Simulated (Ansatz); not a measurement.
Mulliken charges of C3H4N2, SMILES `c1cn[nH]c1` from ωB97M-V/def2-TZVPP in Ansatz (PBE0-D4/def2-TZVP geometry).

| atom | x (Å) | y (Å) | z (Å) | charge (e) |
| --- | --- | --- | --- | --- |
| C1 | 0.294 | 0.948 | 0.191 | -0.191 |
| C2 | 1.132 | 0.041 | -0.480 | -0.067 |
| N3 | 0.559 | -1.143 | -0.623 | -0.231 |
| N4 | -0.636 | -1.004 | -0.051 | 0.034 |
| C5 | -0.847 | 0.228 | 0.453 | -0.060 |
| H6 | 0.489 | 1.976 | 0.448 | 0.118 |
| H7 | 2.128 | 0.202 | -0.865 | 0.113 |
| H8 | -1.264 | -1.788 | -0.036 | 0.143 |
| H9 | -1.768 | 0.493 | 0.946 | 0.141 |

**Question.** By hand: the dipole of these point charges (1 e Å = 4.8032 D).

**Answer.** Σ q r = (-0.364, 0.102, 0.194) e Å, of length 0.425 e Å = 2.04 D.

**Question.** How does the dipole of the full density compare? (Best estimate.)

**Answer.** The calculation gave: (-0.411, 0.117, 0.220) e Å, 2.31 D; the point charges give 0.88 times that, at 0° from its direction.

Point charges leave out the atoms' own dipoles, such as those of lone pairs, and Mulliken's split depends on the basis, so the close match here is no proof of good charges.
